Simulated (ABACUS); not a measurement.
**Ti: single point with PBE+D3(BJ)**

The system is Ti.

```xyz
1
Lattice="2.8709 0.0000 0.0000 1.4354 2.4862 0.0000 1.4354 0.8287 2.3440" Properties=species:S:1:pos:R:3 pbc="T T T"
Ti    0.0000    0.0000    0.0000
```

This isn't the form of Ti at room conditions, which is hcp.

```yaml
Program: ABACUS 3.10.1
Task: single point
Functional: PBE
Dispersion: D3(BJ)
Potentials_or_basis: PseudoDojo NC SR 0.4.1 PBE standard
Cutoff: 1143 eV
Density_cutoff: 4572 eV
Basis: plane waves
k_mesh: 11 × 11 × 11
Occupations: fermi-dirac, width 0.05 eV
Spin: no spin polarisation
Radial_cutoff_of_the_potentials_pseudo_rcut: 7 bohr
SCF_threshold_on_the_density: 1e-08
Max_SCF_steps: 100
Eigensolver: dav
Mixing: broyden
Mixing_share: 0.7
Symmetry_key: 1
```

```yaml
Pressure: -1.9 GPa
Band_gap_on_the_k_mesh: none (metal or under the smearing width)
Dispersion_energy_per_atom: -0.626 eV
```

Levels at points of the mesh, in eV from the Fermi level:
```tsv
k point	band 2	band 3	band 4	band 5	band 6	band 7	band 8	band 9
(0.00, 0.00, 0.00)	-32.43	-32.43	-32.43	-6.16	0.91	0.91	0.91	2.64
```

Run time: 1.8 s on 4 MPI ranks on Intel(R) Xeon(R) 6975P-C (Granite Rapids), with other jobs on the host, peak memory 0.36 GiB a rank.

Caveat: pairwise dispersion overbinds metals, which lowers pressure and volume.
